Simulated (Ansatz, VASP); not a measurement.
# One calculation of KI, two programs

```
K I
1.0
     4.29613    0.00000    0.00000
     0.00000    4.29613    0.00000
     0.00000    0.00000    4.29613
K I
1 1
Direct
  0.00000 0.00000 0.00000
  0.50000 0.50000 0.50000
```

Alike in both runs: task single point; functional PBE; k mesh 6 × 6 × 6; no spin polarisation.

|  | VASP | Ansatz |
| --- | --- | --- |
| version | VASP 6.6.1 | Ansatz 0.2.0 |
| potentials or method | VASP PAW PBE potentials, release 64 (K_sv, I) | plane waves, PAW |
| plane-wave cutoff (eV) | 520 | 420 |
| occupations | gaussian, width 0.01 eV | fixed |
| valence electrons in the cell | 16 | 26 |

```tsv
	VASP	Ansatz	Ansatz less VASP
gap on the k mesh at the Fermi level (eV)	3.32	3.32	+0.004
pressure (GPa)	0.5	0.4	-0.03
```

The two sets of potentials don't hold the same shells in valence.

Caveats: spin-orbit coupling is left out, which moves the levels of the heavy elements. A k mesh can miss the band edges.
